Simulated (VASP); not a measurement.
SnS2 (Berndtite-2T): band structure with PBE-EpsX

The system is SnS2 (Berndtite-2T).

```
Sn S
1.0
     3.66709    0.00000    0.00000
    -1.83354    3.17579    0.00000
     0.00000    0.00000    5.81104
Sn S
1 2
Direct
  0.00000 0.00000 0.00000
  0.33333 0.66667 0.25435
  0.66667 0.33333 0.74565
```

| Item | Value |
| --- | --- |
| Program | VASP 6.6.1 |
| Task | band structure |
| Functional | PBE-EpsX |
| Potentials or basis | VASP PAW PBE potentials, release 64 (Sn_d, S) |
| Cutoff | 520 eV |
| k mesh | 6 × 6 × 3 |
| Occupations | gaussian, width 0.03 eV |
| Spin | no spin polarisation |
| Grid for exact exchange (PRECFOCK) | Fast |
| Exchange at q = 0 | truncated |
| Share of exact exchange | 0.1241 |
| Further INCAR settings | ALGO = Normal; EDIFF = 1e-06; NBANDS = 20 |

```
Pressure                : 0.7 GPa
Largest force           : 0.289 eV/Å
Band gap on the k mesh  : 2.08 eV, indirect (least direct gap 2.55 eV)
Band gap along the path : 2.15 eV, indirect (least direct gap 2.55 eV)
```

Forces in eV/Å, atoms in the order of the input:
```
Sn   0.000  0.000  0.000
S    0.000  0.000 -0.289
S    0.000  0.000  0.289
```

Levels at points of the mesh, in eV from the valence-band top:
```tsv
k point	band 11	band 12	band 13	band 14	band 15	band 16
(0.00, 0.00, 0.00)	-0.45	-0.45	0.00	2.55	4.36	6.25
(0.50, 0.00, 0.00)	-2.71	-1.18	-0.33	2.40	5.22	6.67
```

Run time: 8.4 min on 4 MPI ranks on Intel(R) Xeon(R) Platinum 8488C (Sapphire Rapids) (shared host), peak memory 0.49 GiB a rank.

Caveat: the PAW data sets were made with another functional, which shifts forces and pressure a little; spin-orbit coupling is left out, which moves the levels of the heavy elements.
